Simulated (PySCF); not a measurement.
## How well do the runs reproduce experiment for propionic acid?

**Measured values to compare with.**

NIST CCCBDB Release 22 (SRD 101), experimental polarizabilities lists, for the gas: mean polarisability 6.96 Å³.

The results are set against them at the end.

Species: propionic acid, C₃H₆O₂.
Numbering: `[CH3:1][CH2:2][C:3](=[O:4])[OH:5]` (hydrogens: H6, H7, H8 on C1; H9, H10 on C2; H11 on O5)

Geometry (GFN2-xTB, Å), atoms numbered from 1 in this order:
```xyz
11
C3H6O2 angstrom
C     -1.443    0.229    0.412
C     -0.156   -0.574    0.293
C      1.015    0.290   -0.098
O      0.989    1.472   -0.305
O      2.145   -0.431   -0.196
H     -2.269   -0.419    0.691
H     -1.334    1.006    1.164
H     -1.675    0.709   -0.535
H     -0.250   -1.361   -0.459
H      0.095   -1.060    1.239
H      2.888    0.140   -0.447
```

The PySCF runs (gas phase, on this GFN2-xTB geometry; no spin–orbit coupling):

```
              level                                                                job  basis functions  wall time
CAM-B3LYP/def2-SVPD  8 singlets by full TDDFT, 3 Tamm–Dancoff triplets, polarisability              154       18 s
```

Hardware: an Arm Neoverse V2 with one thread (shared host).

**Comparison with experiment**

**Mean polarisability.** Measured: 6.96 Å³ (NIST CCCBDB Release 22 (SRD 101), experimental polarizabilities).

```tsv
level	computed (Å³)	computed − measured (Å³)	% (from the printed values)
CAM-B3LYP/def2-SVPD	6.62	-0.34	-5
```

The computed values are static and purely electronic, with core orbitals frozen in the response (1 au = 0.148185 Å³). The table of measured values doesn't say here whether a value is static or optical, or holds a vibrational part. The measurement averages over conformers, the calculation has one.

The geometry is computed, not the measured one. Where a level misses, the cause wasn't examined.
